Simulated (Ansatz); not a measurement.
**Stability checks on a candidate for MgI2**

The cell was found from a structure generator's guess, not taken from experiment.

All numbers below come from Ansatz, DFT PBE, scalar-relativistic, plane waves, PAW. Cutoff 420 eV, Γ-centred 6×6×4 mesh (3-atom cell), Gaussian smearing of 0.02 eV, no spin polarisation.

```yaml
crystal:
  lattice:
    - [4.40130, 0.00000, 0.00000]
    - [0.00000, 4.40130, 0.00000]
    - [0.00000, 0.00000, 7.28874]
  atoms:
    - { symbol: Mg, position: [0.00000, 0.00000, 0.00000] }
    - { symbol: I, position: [0.50000, 0.00000, 0.23067] }
    - { symbol: I, position: [0.00000, 0.50000, 0.76933] }
```

The zero of energy is the elements' standard structures at the same level; no fitted shifts are applied.

Task: These tests were run: energy against the elements; phonons on a 2×2×1 q mesh; elastic tensor. What do they show?

Result:

```tsv
test	result
energy against the elements	−1.028 eV/atom
phonons on a 2×2×1 q mesh	no imaginary mode on the mesh, but the interpolation dips to 15i cm⁻¹ between its points
elastic tensor	least eigenvalue 0 GPa
```

It fails none of these tests outright. Whether a mixture of other phases lies lower isn't tested here. Undecided within the accuracy: phonons on a 2×2×1 q mesh.

No dispersion correction is applied, so the spacing and binding between layers, chains or molecules are poorly described. Spin–orbit coupling, which can matter for I, is left out. The reference form of I is held partly by dispersion forces, which this level lacks. The run for the phonons used a 6×6×4 k mesh. The run for the elastic tensor used a 6×6×4 k mesh.
